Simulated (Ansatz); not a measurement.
# AlCo: the cost of one run

Computed with Ansatz 0.2.0 (DFT PBEsol, scalar-relativistic, plane waves, PAW, unless a step's input says otherwise).

2 further runs of the same task are left out: 2 set aside as unsound or not needed.

## Step 1: The starting structure

Symmetry: Pm-3m, No. 221, cubic system. The conventional cell has a = 2.823 Å, b = 2.823 Å, c = 2.823 Å, α = 90.00°, β = 90.00°, γ = 90.00°. Al (site symmetry m-3m) has 8 Co at 2.44 Å as nearest neighbours. Co (site symmetry m-3m) is surrounded by 8 Al at 2.44 Å.

Coordinates:

```cif
data_structure
_symmetry_space_group_name_H-M 'Pm-3m'
_symmetry_Int_Tables_number 221
_cell_length_a 2.8226
_cell_length_b 2.8226
_cell_length_c 2.8226
_cell_angle_alpha 90.000
_cell_angle_beta 90.000
_cell_angle_gamma 90.000
_cell_volume 22.49
loop_
_atom_site_label
_atom_site_type_symbol
_atom_site_symmetry_multiplicity
_atom_site_Wyckoff_symbol
_atom_site_fract_x
_atom_site_fract_y
_atom_site_fract_z
_atom_site_occupancy
Al1 Al 1 a 0.00000 0.00000 0.00000 1
Co1 Co 1 b 0.50000 0.50000 0.50000 1
```

It goes back to an entry of the Materials Project.

It is built from the cell relaxed beforehand with the same method (11.24 Å³/atom).

## Step 2: Zero of the scan

input.yaml reads:

```yaml
crystal:
  lattice:
    - [2.8225855368, 0.0, 0.0]
    - [0.0, 2.8225855368, 0.0]
    - [0.0, 0.0, 5.6451710735]
  atoms:
    - { symbol: Al, position: [0.0, 0.0, 0.0] }
    - { symbol: Al, position: [0.0, 0.0, 0.5] }
    - { symbol: Co, position: [0.5, 0.5, 0.25] }
    - { symbol: Co, position: [0.5, 0.5, 0.75] }
basis:
  ecutwfc: 420
kpoints:
  mp_grid: { grid: [12, 12, 6] }
hamiltonian:
  xc: pbesol
scf:
  occupations: { method: gaussian, width: 0.15 }
output:
  forces: true
  stress: true
  eigenvalues: true
```

Run with:

```
$ ansatz run input.yaml --threads 1 --pin off --max-ram 2560MiB --backend cpu --events-out ev --progress --plain --runs-dir out
```

Q: Estimate wall time and peak memory on 1 thread of Intel Xeon Platinum 8259CL at 2.50GHz (Skylake/Cascade Lake), shared host.

About 8.6 s, with a peak of 0.44 GiB.
